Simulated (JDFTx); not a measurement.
The system is BN.

```
N B
1.0
     2.55394    0.00000    0.00000
    -1.27697    2.21178    0.00000
     0.00000    0.00000    4.22685
N B
2 2
Direct
  0.33333 0.66667 0.12528
  0.66667 0.33333 0.62528
  0.33333 0.66667 0.49972
  0.66667 0.33333 0.99972
```

Measurements of this composition are mostly on another form, of space group No. 194.

Program: JDFTx 1.7.0 (patched build). Alike in all runs: task single point; no spin polarisation; cell as given; smearing fermi-dirac 0.05 eV.

Order these runs on this cell by their band gap on the k mesh, lowest first.
A. level r2SCAN; potentials or basis SG15-PBE-1.2 with smoothed tails; k mesh 8 × 8 × 4; cutoff (eV) 1361
B. level PBEsol; potentials or basis PseudoDojo-SR-PBEsol-0.4.1-standard with smoothed tails; k mesh 12 × 12 × 6; cutoff (eV) 1143
C. level PBEsol; potentials or basis SG15-PBE-1.2 with smoothed tails; k mesh 8 × 8 × 4; cutoff (eV) 1361

B (5.04 eV), C (5.32 eV), A (6.10 eV).

Caveats: the empty levels aren't tightly converged.

A k mesh can miss the band edges.

Not every run made on this cell is shown here.
